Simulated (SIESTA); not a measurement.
**HgSe in SIESTA: the effect of functional**

HgSe:

```
CELL_PARAMETERS angstrom
0.00000 3.03900 3.03900
3.03900 0.00000 3.03900
3.03900 3.03900 0.00000
ATOMIC_POSITIONS crystal
Hg 0.00000 0.00000 0.00000
Se 0.75000 0.75000 0.75000
```

Alike in all runs:

| Item | Value |
| --- | --- |
| Program | SIESTA 5.4.2 |
| Task | band structure |
| Basis | DZP (energy shift 0.003 Ry; two zetas on semicore shells) |
| Grid cutoff | 800 Ry |
| Energy shift | 0.003 Ry |
| k mesh | 8 × 8 × 8 |
| Occupations | fermi-dirac, width 0.05 eV |
| Spin | no spin polarisation |

| functional | potentials or basis | pressure (GPa) |
| --- | --- | --- |
| AM05 | PseudoDojo 0.4 standard (PBEsol files) | 3.2 |
| BLYP | PseudoDojo 0.4 standard (PBE files) | ? |
| vdW-DF-cx | PseudoDojo 0.4 standard (PBE files) | 3.2 |

**Question.** What does the run with functional BLYP give?

**Answer.** Pressure 9.1 GPa.

Caveats: short orbitals over semicore shells can move pressures by several GPa; the potentials were made for another functional, which shifts forces and pressure; the basis of atomic orbitals isn't converged, which shifts pressures, moduli and gaps.
